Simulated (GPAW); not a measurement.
# SnTe (Fm-3m) in GPAW: further runs

One crystal, SnTe, is run at these levels: OLYP, BLYP; tasks: band structure.

All numbers are computed with GPAW 26.7.0; they aren't measurements. Logs are shortened: lines on timing, memory, paths and dates and some standing lists are left out, and cuts for length are marked. The log counts tension as positive stress, the text compression.

**The experiment to reproduce.**

A printed reference work, textbook reports, for a bulk crystal of SnTe at 300 K: band gap 0.18 eV (direct).

The results are compared with them further down.

## Step 1: Starting point

Symmetry: Fm-3m, No. 225, cubic system. The conventional cell has a = 6.302 Å, b = 6.302 Å, c = 6.302 Å, α = 90.00°, β = 90.00°, γ = 90.00°. Te (site symmetry m-3m) is surrounded by 6 Sn at 3.15 Å. Sn (site symmetry m-3m) is surrounded by 6 Te at 3.15 Å.

## Step 2: Band structure, OLYP, spin-orbit coupling, no magnetisation

run.py reads:

```python
import numpy as np
from ase.dft.bandgap import bandgap
from ase.io import write
from ase.spacegroup import crystal
from ase.units import GPa
from gpaw import GPAW, PW, setup_paths
from gpaw.spinorbit import soc_eigenstates

setup_paths.insert(0, '.')

# Te 4b
# Sn 4a
atoms = crystal(['Te', 'Sn'],
                basis=[[0.5, 0.0, 0.0],
                       [0.0, 0.0, 0.0]],
                spacegroup=225, setting=1,  # Fm-3m
                cellpar=[6.3017, 6.3017, 6.3017, 90.0, 90.0, 90.0],
                primitive_cell=True)

calc = GPAW(mode=PW(600),
            xc='GGA_X_OPTX+GGA_C_LYP',
            kpts={'size': (6, 6, 6), 'gamma': True},
            occupations={'name': 'fermi-dirac', 'width': 0.05},
            nbands=19,
            convergence={'density': 1e-05, 'energy': 1e-05},
            eigensolver='davidson',
            maxiter=150,
            txt='gpaw.txt')
atoms.calc = calc
energy = atoms.get_potential_energy()
forces = atoms.get_forces()
stress = atoms.get_stress()
calc.write('gs.gpw')
write('result.traj', atoms)
print(f'Energy: {energy:.6f} eV')
print('Forces (eV/A):')
print(forces.round(4))
print('Stress (GPa):', (stress / GPa).round(3))
print('Fermi level:', round(calc.get_fermi_level(), 4), 'eV')
print(f'Gap: {bandgap(calc)[0]:.4f} eV, direct: {bandgap(calc, direct=True)[0]:.4f} eV')

path = atoms.cell.bandpath('GXWKGLUWLK,UX', npoints=100, eps=1e-4)
bs_calc = calc.fixed_density(kpts=path, symmetry='off', nbands=32,
                             convergence={'bands': 'CBM+6.0', 'eigenstates': 1e-6}, txt='bands.txt')
bs = bs_calc.band_structure()
bs.write('bs.json')
print(f'Gap on the path: {bandgap(bs_calc)[0]:.4f} eV')

soc = soc_eigenstates(bs_calc, theta=0, phi=0)
np.savetxt('soc_bands.dat', soc.eigenvalues(), fmt='%.4f')
mesh = soc_eigenstates('gs.gpw', theta=0, phi=0)
np.savetxt('soc_mesh.dat', mesh.eigenvalues(), fmt='%.4f')
print('Fermi level with spin-orbit coupling:', round(mesh.fermi_level, 4), 'eV')
```

Potentials or basis: PAW data sets generated in the run's folder for this functional, pw.

Launch:

```bash
gpaw-setup -f GGA_X_OPTX+GGA_C_LYP Sn Te
OMP_NUM_THREADS=1 python run.py
```

gpaw.txt:

```text
__  _  _
 | _ |_)|_||  |
 |__||  | ||/\| - 26.7.0

Input parameters:
  mode=PW(ecut=600.0),
  convergence={'density': 1e-05, 'energy': 1e-05},
  eigensolver=Davidson(niter=2),
  kpts=MonkhorstPack(size=(6, 6, 6), gamma=True),
  maxiter=150,
  nbands=19,
  occupations=Occupations(name='fermi-dirac', width=0.05),
  xc=XC(name='GGA_X_OPTX+GGA_C_LYP')

Diagonalizing LCAO Hamiltonian
Converting LCAO to pw mode

                 Te

       Sn

Atoms  # Å, Bohr magnetons
|   | symbol |        x |        y |        z |    initial magnetic moments |
|---|--------|----------|----------|----------|-----------------------------|
| 0 |     Te | 3.150850 | 3.150850 | 3.150850 | ( 0.0000,  0.0000,  0.0000) |
| 1 |     Sn | 0.000000 | 0.000000 | 0.000000 | ( 0.0000,  0.0000,  0.0000) |

Unit cell  # Å
| periodic |        x |        y |        z |  lengths |    angles |
|----------|----------|----------|----------|----------|-----------|
|      yes | 0.000000 | 3.150850 | 3.150850 | 4.455975 | 60.000000 |
|      yes | 3.150850 | 0.000000 | 3.150850 | 4.455975 | 60.000000 |
|      yes | 3.150850 | 3.150850 | 0.000000 | 4.455975 | 60.000000 |

Number of symmetries: 48
Symmetry operations  # r_c * U_cc + t_c -> r_c
|    | kind |            matrix            |
|----|------|------------------------------|
|  0 |  σ   |  1, 0, 0,  1, 0,-1,  1,-1, 0 |
|  1 |  C2  |  1, 0, 0,  1,-1, 0,  1, 0,-1 |
|  2 |  E   |  1, 0, 0,  0, 1, 0,  0, 0, 1 |
|  3 |  σ   |  1, 0, 0,  0, 0, 1,  0, 1, 0 |
|  4 |  C4  |  1, 0,-1,  1, 0, 0,  1,-1, 0 |
|  5 |  S6  |  1, 0,-1,  1,-1, 0,  1, 0, 0 |
|  6 |  σ   |  1, 0,-1,  0, 1,-1,  0, 0,-1 |
|  7 |  C3  |  1, 0,-1,  0, 0,-1,  0, 1,-1 |
|  8 |  S6  |  1,-1, 0,  1, 0, 0,  1, 0,-1 |
|  9 |  C4  |  1,-1, 0,  1, 0,-1,  1, 0, 0 |
| 10 |  C3  |  1,-1, 0,  0,-1, 1,  0,-1, 0 |
| 11 |  σ   |  1,-1, 0,  0,-1, 0,  0,-1, 1 |
| 12 |  σ   |  0, 1, 0,  1, 0, 0,  0, 0, 1 |
| 13 |  C4  |  0, 1, 0,  0, 1,-1, -1, 1, 0 |
| 14 |  C3  |  0, 1, 0,  0, 0, 1,  1, 0, 0 |
| 15 |  S6  |  0, 1, 0, -1, 1, 0,  0, 1,-1 |
| 16 |  C2  |  0, 1,-1,  1, 0,-1,  0, 0,-1 |
| 17 |  σ   |  0, 1,-1,  0, 1, 0, -1, 1, 0 |
| 18 |  S4  |  0, 1,-1,  0, 0,-1,  1, 0,-1 |
| 19 |  C4  |  0, 1,-1, -1, 1, 0,  0, 1, 0 |
| 20 |  C3  |  0, 0, 1,  1, 0, 0,  0, 1, 0 |
| 21 |  σ   |  0, 0, 1,  0, 1, 0,  1, 0, 0 |
| 22 |  S6  |  0, 0, 1,  0,-1, 1, -1, 0, 1 |
| 23 |  C4  |  0, 0, 1, -1, 0, 1,  0,-1, 1 |
| 24 |  S4  |  0, 0,-1,  1, 0,-1,  0, 1,-1 |
| 25 |  C3  |  0, 0,-1,  0, 1,-1,  1, 0,-1 |
| 26 |  C2  |  0, 0,-1,  0,-1, 0, -1, 0, 0 |
| 27 |  S6  |  0, 0,-1, -1, 0, 0,  0,-1, 0 |
| 28 |  S4  |  0,-1, 1,  1,-1, 0,  0,-1, 0 |
| 29 |  C4  |  0,-1, 1,  0, 0, 1, -1, 0, 1 |
| 30 |  C2  |  0,-1, 1,  0,-1, 0,  1,-1, 0 |
| 31 |  σ   |  0,-1, 1, -1, 0, 1,  0, 0, 1 |
| 32 |  C3  |  0,-1, 0,  1,-1, 0,  0,-1, 1 |
| 33 |  S6  |  0,-1, 0,  0, 0,-1, -1, 0, 0 |
| 34 |  S4  |  0,-1, 0,  0,-1, 1,  1,-1, 0 |
| 35 |  C2  |  0,-1, 0, -1, 0, 0,  0, 0,-1 |
| 36 |  C2  | -1, 1, 0,  0, 1, 0,  0, 1,-1 |
| 37 |  S6  | -1, 1, 0,  0, 1,-1,  0, 1, 0 |
| 38 |  S4  | -1, 1, 0, -1, 0, 1, -1, 0, 0 |
| 39 |  C3  | -1, 1, 0, -1, 0, 0, -1, 0, 1 |
| 40 |  S6  | -1, 0, 1,  0, 0, 1,  0,-1, 1 |
| 41 |  C2  | -1, 0, 1,  0,-1, 1,  0, 0, 1 |
| 42 |  C3  | -1, 0, 1, -1, 1, 0, -1, 0, 0 |
| 43 |  S4  | -1, 0, 1, -1, 0, 0, -1, 1, 0 |
| 44 |  C2  | -1, 0, 0,  0, 0,-1,  0,-1, 0 |
| 45 |  i   | -1, 0, 0,  0,-1, 0,  0, 0,-1 |
| 46 |  σ   | -1, 0, 0, -1, 1, 0, -1, 0, 1 |
| 47 |  C2  | -1, 0, 0, -1, 0, 1, -1, 1, 0 |

BZ-sampling:
  Number of BZ points: 216
  Number of IBZ points: 16

  Monkhorst-Pack size: [6, 6, 6]
  Monkhorst-Pack shift: [0.08333333333333333, 0.08333333333333333, 0.08333333333333333]

K-points  # in reciprocal-cell coordinates
|     |                                coordinates |     weight |
|-----|--------------------------------------------|------------|
|   0 | (  0.00000000,   0.00000000,   0.00000000) | 0.00462963 |
|   1 | (  0.16666667,   0.16666667,   0.00000000) | 0.02777778 |
|   2 | (  0.16666667,   0.16666667,   0.16666667) | 0.03703704 |
|   3 | (  0.33333333,   0.16666667,   0.16666667) | 0.05555556 |
|   4 | (  0.33333333,   0.33333333,  -0.33333333) | 0.05555556 |
|   5 | (  0.33333333,   0.33333333,   0.00000000) | 0.02777778 |
|   6 | (  0.33333333,   0.33333333,   0.16666667) | 0.11111111 |
|   7 | (  0.33333333,   0.33333333,   0.33333333) | 0.03703704 |
|   8 | (  0.50000000,   0.33333333,  -0.33333333) | 0.11111111 |
|   9 | (  0.50000000,   0.33333333,  -0.16666667) | 0.05555556 |
| ... |                                            |            |
|  15 | (  0.50000000,   0.50000000,   0.50000000) | 0.01851852 |

Plane wave coefficients: 2100
Cutoff: 600.0 eV

Spin-components: 1 (collinear spins)
Bands:           19
Projectors:      11
Spin-degeneracy: 2
Datatype:        complex128

Parallelization:
  kpt:    1
  domain: 1
  band:   1

Density:
  Valence electrons: 20.0
  Components: 1
  Grid points: [27 27 27]
  Charge: 0.0  # |e|

Potential:
  Grid points: [27 27 27]

species:
  Te:
    name:    Tellurium
    Z:       52.0
    valence: 6
    core:    46
    charge:  0.0  # [|e|]
    compensation charges:
      type: gauss
      rc: 0.36  # [Å]
      lmax: 2
    cutoffs:
      filter: 2.09  # [Å]
      core: 3.17  # [Å]
    projectors
    | kind |    occ | energy [eV] | rcut [Å] |
    |------|--------|-------------|----------|
    |   5s |  2.000 |     -14.941 |    1.180 |
    |   5p |  4.000 |      -5.780 |    1.196 |
    |    s |        |      12.270 |    1.180 |
    |    p |        |      21.432 |    1.196 |
    |    d |        |       0.000 |    1.238 |

    Using partial waves for Te as LCAO basis

  Sn:
    name:    Tin
    Z:       50.0
    valence: 14
    core:    36
    charge:  0.0  # [|e|]
    compensation charges:
      type: gauss
      rc: 0.38  # [Å]
      lmax: 2
    cutoffs:
      filter: 2.23  # [Å]
      core: 2.35  # [Å]
    projectors
    | kind |    occ | energy [eV] | rcut [Å] |
    |------|--------|-------------|----------|
    |   5s |  2.000 |     -10.315 |    1.201 |
    |   5p |  2.000 |      -3.448 |    1.270 |
    |   4d | 10.000 |     -26.134 |    1.185 |
    |    s |        |      16.897 |    1.201 |
    |    p |        |      23.763 |    1.270 |
    |    d |        |       1.078 |    1.185 |

    Using partial waves for Sn as LCAO basis

Reference energy: -352938.857451  # eV

eigensolver:
  Davidson
  Converge bands: occupied
  niter=2

density mixing:
  MSR1-Mixer
  Pratt-step length: 0.05
  Maximum mixing coefficient: 0.75
  Old densities: 10
  SVD Regularization: 0.005
  Good broyden scale: 1.0
  Trust region scale: 1.0
  Backstep threshold: 4.0
  History deletion threshold: 6.0
  Fourier metric: weight=20.0, sigma=0.015

occupation numbers:
  Fermi-Dirac:
    width: 0.0500  # eV

poisson solver:
  ecut: 4800.0  # eV

xc functional:
  name: GGA_X_OPTX+GGA_C_LYP with 2 nearest neighbor stencil

convergence criteria:
- Maximum integral of absolute [dens]ity change: 1e-05 electrons / valence electron
- Maximum [total energy] change in last 3 cyles: 1e-05 eV / valence electron
- Maximum integral of absolute [eigenst]ate change: 4e-08 eV^2 / valence electron
maximum number of iterations: 150

SCF iterations
|iter     | |      energy | eigst |  dens |
|---------|-|-------------|-------|-------|
|iter:   1| |   -6.338088 | -0.12 |       |
|iter:   2| |   -6.335767 | -1.81 | -1.44 |
|iter:   3| |   -6.315378 | -2.43 | -1.48 |
|iter:   4| |   -6.319461 | -3.61 | -2.03 |
|iter:   5| |   -6.320511 | -4.19 | -2.51 |
|iter:   6| |   -6.320625 | -4.90 | -3.19 |
|iter:   7| |   -6.320632c| -5.75 | -3.91 |
|iter:   8| |   -6.320633c| -6.55 | -4.25 |
|iter:   9| |   -6.320633c| -7.38 | -5.00c|
|iter:  10| |   -6.320633c| -8.11c| -5.58c|

Converged in 10 steps
Energy contributions relative to reference atoms: (reference = -352938.857451)

Energy contributions:
  Kinetic:          16.943255
  Coulomb:         -16.662408
  Zero:              0.115742
  External:          0.000000
  Xc:               -6.715860
  Entropy:          -0.002725
  Spinorbit:         0.000000
  ----------------------------
  Free energy:      -6.321995
  Extrapolated:     -6.320633

dipole moment: (-21.182306, -21.182306, -21.182306)  # |e|*Ang

Fermi level: 6.830
Eigenvalues  # (at kpt = [0.000, 0.000, 0.000])
| band index |      eig [eV] | occ [0-2] |
|------------|---------------|-----------|
|          0 |       -15.734 |     2.000 |
|        ... |               |           |
|          2 |       -15.733 |     2.000 |
|          3 |       -15.733 |     2.000 |
|          4 |       -15.733 |     2.000 |
|          5 |        -6.097 |     2.000 |
|          6 |         2.060 |     2.000 |
|          7 |         4.489 |     2.000 |
[... 9 lines left out ...]
|         17 |        13.552 |     0.000 |
|         18 |        13.974 |     0.000 |

Gap: 0.011 eV
Transition (v -> c):
  (s=0, k=15, n=9, [0.50, 0.50, 0.50]) -> (s=0, k=15, n=10, [0.50, 0.50, 0.50])
No difference between direct/indirect transitions

Forces  # eV/Ang
|       x |        y |        z |
|---------|----------|----------|
| 0.00000 | -0.00000 | -0.00000 |  # Te   0
| 0.00000 |  0.00000 |  0.00000 |  # Sn   1

Stress tensor  # eV/Ang^3
|         x |         y |         z |
|-----------|-----------|-----------|
| -0.017217 |  0.000000 |  0.000000 |
|  0.000000 | -0.017217 | -0.000000 |
|  0.000000 | -0.000000 | -0.017217 |

# Writing to gs.gpw (mode='')
```

It took 34 s on 1 thread of AMD EPYC 9R45 (Zen 5), shared host; peak memory 0.37 GiB.

What came out:

```
Free energy             : -6.3220 eV
Pressure                : 2.8 GPa
Band gap on the k mesh  : 0.23 eV, direct
Band gap along the path : 0.22 eV, indirect (least direct gap 0.23 eV)
```

Levels at the corners of the path, in eV from the valence-band top:
```csv
point,band 18,band 19,band 20,band 21,band 22,band 23
Γ,-1.85,-1.85,-1.85,2.80,2.80,3.74
X,-3.96,-3.47,-3.47,2.45,2.45,4.57
W,-4.67,-0.82,-0.82,0.92,0.92,4.69
K,-3.30,-2.58,-2.58,2.85,2.85,3.39
Γ,-1.85,-1.85,-1.85,2.80,2.80,3.74
L,-1.52,0.00,0.00,0.23,0.23,0.44
U,-3.30,-2.58,-2.58,2.85,2.85,3.39
W,-4.67,-0.82,-0.82,0.92,0.92,4.69
L,-1.52,0.00,0.00,0.23,0.23,0.44
K,-3.30,-2.58,-2.58,2.85,2.85,3.39
U,-3.30,-2.58,-2.58,2.85,2.85,3.39
X,-3.96,-3.47,-3.47,2.45,2.45,4.57
```

Caveat: spin-orbit coupling was added after a scalar SCF, so levels and gaps hold it while energy, forces, pressure and moments don't; this program's spin-orbit splittings come out too wide for heavy elements.

## Step 3: Band structure, BLYP, spin-orbit coupling, no magnetisation

run.py, as its differences from that of step 2:

```diff
@@ -2,4 +2,3 @@
 from ase.dft.bandgap import bandgap
-from ase.io import write
-from ase.spacegroup import crystal
+from ase.io import read, write
 from ase.units import GPa
@@ -10,13 +9,6 @@
 
-# Te 4b
-# Sn 4a
-atoms = crystal(['Te', 'Sn'],
-                basis=[[0.5, 0.0, 0.0],
-                       [0.0, 0.0, 0.0]],
-                spacegroup=225, setting=1,  # Fm-3m
-                cellpar=[6.3017, 6.3017, 6.3017, 90.0, 90.0, 90.0],
-                primitive_cell=True)
+atoms = read('POSCAR')
 
 calc = GPAW(mode=PW(600),
-            xc='GGA_X_OPTX+GGA_C_LYP',
+            xc='BLYP',
             kpts={'size': (6, 6, 6), 'gamma': True},
@@ -41,3 +33,3 @@
 
-path = atoms.cell.bandpath('GXWKGLUWLK,UX', npoints=100, eps=1e-4)
+path = atoms.cell.bandpath('GXWKGLUWLK,UX', npoints=80, eps=1e-4)
 bs_calc = calc.fixed_density(kpts=path, symmetry='off', nbands=32,
@@ -48,5 +40,5 @@
 
-soc = soc_eigenstates(bs_calc, theta=0, phi=0)
+soc = soc_eigenstates(bs_calc, theta=90, phi=45)
 np.savetxt('soc_bands.dat', soc.eigenvalues(), fmt='%.4f')
-mesh = soc_eigenstates('gs.gpw', theta=0, phi=0)
+mesh = soc_eigenstates('gs.gpw', theta=90, phi=45)
 np.savetxt('soc_mesh.dat', mesh.eigenvalues(), fmt='%.4f')
```

POSCAR reads:

```
SnTe
1.0
    0.0000000000      3.1508500000      3.1508500000
    3.1508500000      0.0000000000      3.1508500000
    3.1508500000      3.1508500000      0.0000000000
Te Sn
1 1
Direct
    0.5000000000      0.5000000000      0.5000000000
    0.0000000000      0.0000000000      0.0000000000
```

Potentials or basis: PAW data sets generated in the run's folder for this functional, pw.

Launch:

```bash
gpaw-setup -f BLYP Sn Te
OMP_NUM_THREADS=1 python run.py
```

Run time: 29 s. Hardware: 1 thread of AMD EPYC 9R45 (Zen 5), shared host; peak memory 0.34 GiB.

It converged, with:

```yaml
Free_energy: -6.4378 eV
Pressure: 5.9 GPa
Band_gap_on_the_k_mesh: 0.20 eV, direct
Band_gap_along_the_path: 0.20 eV, direct
```

Levels at the corners of the path, in eV from the valence-band top:
```csv
point,band 16,band 17,band 18,band 19,band 20,band 21,band 22,band 23,band 24,band 25
Γ,-2.70,-1.76,-1.76,-1.76,-1.76,2.71,2.71,3.68,3.68,3.68
X,-5.41,-3.87,-3.87,-3.37,-3.37,2.63,2.63,4.48,4.48,5.31
W,-4.77,-4.57,-4.57,-0.77,-0.77,0.91,0.91,4.77,4.77,5.03
K,-5.02,-3.22,-3.22,-2.53,-2.53,2.84,2.84,3.42,3.42,4.50
Γ,-2.70,-1.76,-1.76,-1.76,-1.76,2.71,2.71,3.68,3.68,3.68
L,-2.08,-1.40,-1.40,0.00,0.00,0.20,0.20,0.46,0.46,0.66
U,-5.02,-3.22,-3.22,-2.53,-2.53,2.84,2.84,3.42,3.42,4.50
W,-4.77,-4.57,-4.57,-0.77,-0.77,0.91,0.91,4.77,4.77,5.03
L,-2.08,-1.40,-1.40,0.00,0.00,0.20,0.20,0.46,0.46,0.66
K,-5.02,-3.22,-3.22,-2.53,-2.53,2.84,2.84,3.42,3.42,4.50
U,-5.02,-3.22,-3.22,-2.53,-2.53,2.84,2.84,3.42,3.42,4.50
X,-5.41,-3.87,-3.87,-3.37,-3.37,2.63,2.63,4.48,4.48,5.31
```

Caveat: spin-orbit coupling was added after a scalar SCF, so levels and gaps hold it while energy, forces, pressure and moments don't; this program's spin-orbit splittings come out too wide for heavy elements.

## Step 4: How close it comes

Step 2. A measured gap of SnTe is 0.18 eV (direct; 300 K; a printed reference work, textbook); the calculated 0.22 eV misses it by +0.04 eV. The value is that of OLYP, without temperature or zero-point motion.

Step 3. A measured gap of SnTe is 0.18 eV (direct; 300 K; a printed reference work, textbook); the calculated 0.20 eV misses it by +0.02 eV. The value is that of BLYP, without temperature or zero-point motion.
